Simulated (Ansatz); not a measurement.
# TiO2: the cost of one run

Program: Ansatz 0.2.0. Level of theory: DFT PBE, scalar-relativistic, plane waves, PAW. These are calculated values, not measurements.

**1. The system as given**

It takes space group P4_2/mnm (No. 136, tetragonal). The conventional cell has a = 4.600 Å, b = 4.600 Å, c = 2.959 Å, α = 90.00°, β = 90.00°, γ = 90.00°. Around Ti (site symmetry mmm) lie 6 O at 1.95 to 1.98 Å. O (site symmetry m2m) has 3 Ti at 1.95 to 1.98 Å as nearest neighbours.

As a file:

```cif
data_structure
_symmetry_space_group_name_H-M 'P 1'
_symmetry_Int_Tables_number 1
_cell_length_a 4.5998
_cell_length_b 4.5998
_cell_length_c 2.9592
_cell_angle_alpha 90.000
_cell_angle_beta 90.000
_cell_angle_gamma 90.000
_cell_volume 62.61
loop_
_atom_site_label
_atom_site_type_symbol
_atom_site_fract_x
_atom_site_fract_y
_atom_site_fract_z
_atom_site_occupancy
Ti1 Ti 0.50000 0.50000 0.00000 1
Ti2 Ti 0.00000 0.00000 0.50000 1
O1 O 0.69568 0.69568 0.50000 1
O2 O 0.80432 0.19568 0.00000 1
O3 O 0.19568 0.80432 0.00000 1
O4 O 0.30432 0.30432 0.50000 1
```

The structure comes from the Materials Project (structure only).

(A quick probe on a coarse mesh, which set the mesh and smearing, is not shown.)

**3. Relaxing cell and atoms**

Input file input.yaml:

```yaml
crystal:
  lattice:
    - [4.59983732, 0.0, 0.0]
    - [0.0, 4.59983732, 0.0]
    - [0.0, 0.0, 2.95921356]
  atoms:
    - { symbol: Ti, position: [0.5, 0.5, 0.0] }
    - { symbol: Ti, position: [0.0, 0.0, 0.5] }
    - { symbol: O, position: [0.69567868, 0.69567868, 0.5] }
    - { symbol: O, position: [0.80432132, 0.19567868, 0.0] }
    - { symbol: O, position: [0.19567868, 0.80432132, 0.0] }
    - { symbol: O, position: [0.30432132, 0.30432132, 0.5] }
basis:
  ecutwfc: 420
kpoints:
  mp_grid: { grid: [6, 6, 10] }
hamiltonian:
  xc: pbe
scf:
  occupations: { method: gaussian, width: 0.02 }
output:
  forces: true
  stress: true
  eigenvalues: true
  write_density: true
  write_potential: true
  elf: true
  volumetric_format: npy
relax:
  adjacent_minimum: "off"
  f_tol: 0.005
  max_steps: 80
  cell: { stress_tol: 0.05 }
```

The run is started by

```bash
> ansatz run input.yaml --threads 8 --pin off --max-ram 20480MiB --backend cpu --events-out ev --progress --plain --runs-dir out
```

Q: Estimate wall time and peak memory on 8 threads of AMD EPYC 7R43 (Zen 3), shared host.

About 8.1 s, with a peak of 0.56 GiB.
